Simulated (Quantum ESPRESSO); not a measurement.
# MoS2 in Quantum ESPRESSO: relaxation of the atoms with PBE

Aim: the relaxation of the atoms of MoS2 with PBE.

Everything below comes from runs of Quantum ESPRESSO 7.5. Logs are shortened: lines on timing, memory, paths and dates and some standing lists are left out, and cuts for length are marked.

### Step 1. Starting point

The cell holds a sheet with vacuum, 3 atoms: a = 3.287 Å, b = 3.240 Å, c = 21.130 Å, α = 90.00°, β = 90.00°, γ = 120.48°.

The cell was built by a generator and needn't be a form met in nature.

### Step 2. Relaxation of the atoms, PBE

The input, pw.in:

```
&CONTROL
  calculation = 'relax'
  prefix = 'pwscf'
  outdir = './tmp'
  pseudo_dir = './pseudo'
  tprnfor = .true.
  disk_io = 'low'
  nstep = 40
  forc_conv_thr = 0.0004
  etot_conv_thr = 1d-05
/
&SYSTEM
  ibrav = 0
  nat = 3
  ntyp = 2
  ecutwfc = 60
  ecutrho = 440
  nbnd = 20
  occupations = 'smearing'
  smearing = 'gaussian'
  degauss = 0.00146997
/
&ELECTRONS
  conv_thr = 6d-10
  electron_maxstep = 120
  mixing_beta = 0.5
/
&IONS
  ion_dynamics = 'bfgs'
/
ATOMIC_SPECIES
S     32.0600 s_pbe_v1.4.uspp.F.UPF
Mo    95.9500 Mo_ONCV_PBE-1.0.oncvpsp.upf
CELL_PARAMETERS angstrom
   3.2874400000    0.0000000000    0.0000000000
  -1.6437200000    2.7922564274    0.0000000000
   0.0000000000    0.0000000000   21.1300000000
ATOMIC_POSITIONS crystal
S      0.6666666667    0.3333333333    0.4259346900
Mo     0.3333333333    0.6666666667    0.5000000000
S      0.6666666667    0.3333333333    0.5740653100
K_POINTS automatic
10 10 1 0 0 0
```

Potentials or basis: SSSP 1.3 efficiency PBE.

Command:

```sh
OMP_NUM_THREADS=1 pw.x -in pw.in > pw.out
```

pw.out:

```text
This program is part of the open-source Quantum ESPRESSO suite
     for quantum simulation of materials; please cite
         "P. Giannozzi et al., J. Phys.:Condens. Matter 21 395502 (2009);
         "P. Giannozzi et al., J. Phys.:Condens. Matter 29 465901 (2017);
         "P. Giannozzi et al., J. Chem. Phys. 152 154105 (2020);
     in publications or presentations arising from this work. More details at

     Message from routine setup:
     using ibrav=0 with symmetry is DISCOURAGED, use correct ibrav instead

     G-vector sticks info
     --------------------
     sticks:   dense  smooth     PW     G-vecs:    dense   smooth      PW
     Sum        1147     633    191               204077    82149   13449

     Using Slab Decomposition

     bravais-lattice index     =            0
     lattice parameter (alat)  =       6.2124  a.u.
     unit-cell volume          =    1308.9083 (a.u.)^3
     number of atoms/cell      =            3
     number of atomic types    =            2
     number of electrons       =        26.00
     number of Kohn-Sham states=           20
     kinetic-energy cutoff     =      60.0000  Ry
     charge density cutoff     =     440.0000  Ry
     scf convergence threshold =      6.0E-10
     mixing beta               =       0.5000
     number of iterations used =            8  plain     mixing
     energy convergence thresh.=      1.0E-05
     force convergence thresh. =      4.0E-04
     Exchange-correlation= PBE
                           (   1   4   3   4   0   0   0)
     nstep                     =           40

     celldm(1)=   6.212361  celldm(2)=   0.000000  celldm(3)=   0.000000
     celldm(4)=   0.000000  celldm(5)=   0.000000  celldm(6)=   0.000000

     crystal axes: (cart. coord. in units of alat)
               a(1) = (   1.000000   0.000000   0.000000 )
               a(2) = (  -0.500000   0.849371   0.000000 )
               a(3) = (   0.000000   0.000000   6.427494 )

     reciprocal axes: (cart. coord. in units 2 pi/alat)
               b(1) = (  1.000000  0.588671 -0.000000 )
               b(2) = (  0.000000  1.177342  0.000000 )
               b(3) = (  0.000000 -0.000000  0.155582 )

     PseudoPot. # 1 for S  read from file:
     s_pbe_v1.4.uspp.F.UPF
     Pseudo is Ultrasoft + core correction, Zval =  6.0
     Generated by new atomic code, or converted to UPF format
     Using radial grid of  907 points,  6 beta functions with:
                l(1) =   0
                l(2) =   0
                l(3) =   1
                l(4) =   1
                l(5) =   2
                l(6) =   2
     Q(r) pseudized with  8 coefficients,  rinner =    1.300   1.300   1.300
                                                       1.300   1.300

     PseudoPot. # 2 for Mo read from file:
     Mo_ONCV_PBE-1.0.oncvpsp.upf
     Pseudo is Norm-conserving, Zval = 14.0
     Generated using ONCVPSP code by D. R. Hamann
     Using radial grid of 1526 points,  6 beta functions with:
                l(1) =   0
                l(2) =   0
                l(3) =   1
                l(4) =   1
                l(5) =   2
                l(6) =   2

     atomic species   valence    mass     pseudopotential
     S                 6.00    32.06000     S ( 1.00)
     Mo               14.00    95.95000     Mo( 1.00)

      4 Sym. Ops. (no inversion) found

   Cartesian axes

     site n.     atom                  positions (alat units)
         1        S      tau(   1) = (   0.5000000   0.2831237   2.7376926  )
         2        Mo     tau(   2) = (  -0.0000000   0.5662474   3.2137469  )
         3        S      tau(   3) = (   0.5000000   0.2831237   3.6898012  )

     number of k points=    31  Gaussian smearing, width (Ry)=  0.0015
                       cart. coord. in units 2pi/alat
        k(    1) = (   0.0000000   0.0000000   0.0000000), wk =   0.0200000
        k(    2) = (   0.0000000   0.1177342   0.0000000), wk =   0.0400000
        k(    3) = (   0.0000000   0.2354683   0.0000000), wk =   0.0400000
        k(    4) = (   0.0000000   0.3532025   0.0000000), wk =   0.0400000
        k(    5) = (   0.0000000   0.4709367   0.0000000), wk =   0.0400000
        k(    6) = (   0.0000000  -0.5886709   0.0000000), wk =   0.0200000
[... 23 lines left out ...]
        k(   30) = (  -0.5000000  -0.1766013   0.0000000), wk =   0.0800000
        k(   31) = (  -0.5000000  -0.0588671   0.0000000), wk =   0.0800000

     Dense  grid:   204077 G-vectors     FFT dimensions: (  45,  45, 270)

     Smooth grid:    82149 G-vectors     FFT dimensions: (  32,  32, 200)

     Initial potential from superposition of free atoms

     starting charge      25.9989, renormalised to      26.0000

     negative rho (up, down):  5.163E-06 0.000E+00
     Starting wfcs are   18 randomized atomic wfcs +    2 random wfcs

     Self-consistent Calculation

     iteration #  1     ecut=    60.00 Ry     beta= 0.50
     Davidson diagonalization with overlap
     ethr =  1.00E-02,  avg # of iterations =  5.5

     Threshold (ethr) on eigenvalues was too large:
     Diagonalizing with lowered threshold

     Davidson diagonalization with overlap
     ethr =  3.23E-04,  avg # of iterations =  4.1

     negative rho (up, down):  1.631E-06 0.000E+00

     total energy              =    -185.51421335 Ry
     estimated scf accuracy    <       0.09055077 Ry

     iteration #  2     ecut=    60.00 Ry     beta= 0.50
     Davidson diagonalization with overlap
     ethr =  3.48E-04,  avg # of iterations =  6.9
[... 279 lines left out ...]
     convergence has been achieved in  10 iterations

     negative rho (up, down):  7.777E-06 0.000E+00

     Forces acting on atoms (cartesian axes, Ry/au):

     atom    1 type  1   force =     0.00000000    0.00175019    0.01713279
     atom    2 type  2   force =     0.00000000   -0.00350038    0.00000000
     atom    3 type  1   force =     0.00000000    0.00175019   -0.01713279

     Total force =     0.024606     Total SCF correction =     0.000019

     BFGS Geometry Optimization
     Energy error            =      6.1E-04 Ry
     Gradient error          =      1.7E-02 Ry/Bohr

     number of scf cycles    =   1
     number of bfgs steps    =   0

     energy             new  =    -185.5333466199 Ry

     new trust radius        =       0.0172219490 bohr
     new conv_thr            =       0.0000000006 Ry

ATOMIC_POSITIONS (crystal)
S                0.6668325114        0.3336650227        0.4263637615
Mo               0.3330016439        0.6660032879        0.5000000000
S                0.6668325114        0.3336650227        0.5736362385

     NEW-OLD atomic charge density approx. for the potential

     negative rho (up, down):  8.399E-06 0.000E+00
[... 1151 lines left out ...]
     negative rho (up, down):  7.905E-06 0.000E+00

     Forces acting on atoms (cartesian axes, Ry/au):

     atom    1 type  1   force =     0.00000000   -0.00006084    0.00001035
     atom    2 type  2   force =     0.00000000    0.00012168    0.00000000
     atom    3 type  1   force =     0.00000000   -0.00006084   -0.00001035

     Total force =     0.000150     Total SCF correction =     0.000004
     Energy error            =      1.1E-07 Ry
     Gradient error          =      1.2E-04 Ry/Bohr

     bfgs converged in   5 scf cycles and   4 bfgs steps
     (criteria: energy <  1.0E-05 Ry, force <  4.0E-04 Ry/Bohr)

     End of BFGS Geometry Optimization

     Final energy             =    -185.5341863403 Ry

Begin final coordinates

ATOMIC_POSITIONS (crystal)
S                0.6670206084        0.3340412167        0.4271197347
Mo               0.3326254499        0.6652508999        0.5000000000
S                0.6670206084        0.3340412167        0.5728802653
End final coordinates

=------------------------------------------------------------------------------=
   JOB DONE.
=------------------------------------------------------------------------------=
```

Wall time 5.8 min (1 thread of Arm Neoverse V2, shared host); peak memory 0.81 GiB.

Results:

```yaml
Free_energy: -2524.3212 eV
Energy_gained_by_relaxing: 3.8 meV/atom
Ionic_steps: 5
Largest_force_after_relaxing: 0.003 eV/Å
Band_gap_on_the_k_mesh: 1.27 eV, indirect (least direct gap 1.66 eV)
```

Forces in eV/Å, atoms in the order of the input:
```
S    0.000 -0.002  0.000
Mo   0.000  0.003  0.000
S    0.000 -0.002  0.000
```

Step by step:
```
step  energy change (eV)  largest force (eV/Å)
   1              0.0000                0.4428
   2             -0.0068                0.2857
   3             -0.0108                0.1084
   4             -0.0114                0.0077
   5             -0.0114                0.0031
```

Final structure:
```yaml
crystal:
  lattice:
    - [3.28744, 0.00000, 0.00000]
    - [-1.64372, 2.79226, 0.00000]
    - [0.00000, 0.00000, 21.13000]
  atoms:
    - { symbol: S, position: [0.66702, 0.33404, 0.42712] }
    - { symbol: Mo, position: [0.33263, 0.66525, 0.50000] }
    - { symbol: S, position: [0.66702, 0.33404, 0.57288] }
```

Expect the measured gap to be larger: semilocal functionals such as PBE lack the derivative discontinuity.
